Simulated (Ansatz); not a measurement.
The system is Sn.

```
CELL_PARAMETERS angstrom
-2.94014 2.94014 1.59930
2.94014 -2.94014 1.59930
2.94014 2.94014 -1.59930
ATOMIC_POSITIONS crystal
Sn 0.00000 0.00000 0.00000
Sn 0.75000 0.25000 0.50000
```

- Program: Ansatz 0.2.0
- Task: relaxation of cell and atoms
- Functional: PBEsol
- Potentials or basis: Ansatz PAW
- Cutoff: 420 eV (not typed: the program's choice for these potentials)
- k mesh: 9 × 9 × 9
- Occupations: fermi-dirac, width 0.05 eV
- Spin: no spin polarisation

At the start: volume 27.65 Å³/atom.

**Question.** Where does the relaxation end?

**Answer.** It ends after 5 steps and the volume is 26.89 Å³/atom (-2.8 %); space group I4_1/amd (No. 141, to 0.05 Å).

Step by step:
```csv
step,energy change (eV),largest force (eV/Å),volume (Å³)
1,0.0000,0.0000,55.30
2,-0.0066,0.0000,53.21
3,-0.0076,0.0000,53.80
4,-0.0076,0.0000,53.78
5,-0.0074,0.0000,53.78
```

Final structure:
```
Sn
1.0
    -2.91856    2.91856    1.57838
     2.91856   -2.91856    1.57838
     2.91856    2.91856   -1.57838
Sn
2
Direct
  0.00000 0.00000 0.00000
  0.75000 0.25000 0.50000
```

Caveat: the plane-wave basis is chosen anew once the cell has moved, so the energies of steps on either side of that aren't comparable; the PAW data sets come from PBE, with cores solved anew for the run's functional, which leaves a small shift of forces and pressure.
